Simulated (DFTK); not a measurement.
Here is a DFTK 0.8.2 calculation.

File run.jl:

```julia
using DFTK
using PseudoPotentialData
using Unitful, UnitfulAtomic
using LinearAlgebra, Printf
include("save.jl")
disable_threading()

# lattice vectors are the columns
lattice = austrip(1u"Å") * [ -1.9814305318   1.9814305318   1.9814305318;
             1.9814305318  -1.9814305318   1.9814305318;
             1.9814305318   1.9814305318  -1.9814305318]
symbols   = [:Bi]
positions = [[0.0, 0.0, 0.0]]
pseudopotentials = PseudoFamily("dojo.nc.sr.pbesol.v0_4_1.standard.upf")
elements = Dict(s => ElementPsp(s, pseudopotentials) for s in unique(symbols))
atoms    = [elements[s] for s in symbols]

build_model(lattice, positions; symmetries=true) =
    model_DFT(lattice, atoms, positions;
              functionals=PBEsol(),
              temperature=austrip(0.05u"eV"),
              smearing=Smearing.FermiDirac(),
              symmetries)
Ecut  = 37.0  # hartree
kgrid = [9, 9, 9]
tol   = 1e-6
to_GPa = ustrip(uconvert(u"GPa", 1u"hartree/bohr^3"))

model = build_model(lattice, positions)
basis = PlaneWaveBasis(model; Ecut, kgrid)
display(basis)
scfres = self_consistent_field(basis;
                               tol,
                               nbandsalg=AdaptiveBands(model; n_bands_converge=12))
display(scfres.energies)
@printf "Fermi level: %.6f eV\n" ustrip(auconvert(u"eV", something(scfres.εF, NaN)))
forces = compute_forces_cart(scfres)
println("Forces (eV/Å)")
for (s, f) in zip(symbols, forces)
    @printf "%-3s %12.6f %12.6f %12.6f\n" s ustrip.(auconvert.(u"eV/Å", f))...
end
stress = compute_stresses_cart(scfres)
println("Stress (GPa)")
display(round.(stress * to_GPa; digits=4))
println("Levels at the first k-point (eV): ", round.(ustrip.(auconvert.(u"eV", scfres.eigenvalues[1][1:scfres.n_bands_converge])); digits=4))
save_scf!(scfres; forces, stress)
```

Potentials or basis: dojo.nc.sr.pbesol.v0_4_1.standard.upf (PBEsol).

Run with:

```console
$ julia --threads=1 run.jl  # save.jl only writes the numbers to a file and isn't shown; printed stress counts tension as positive; times include loading and compiling
```

(1) What does it give for the pressure?

(2) Predict the band gap on the k mesh.

## Answers

(1) -1.9 GPa.

(2) none (metal or under the smearing width).

Caveat: spin-orbit coupling is left out, which moves the levels of the heavy elements.
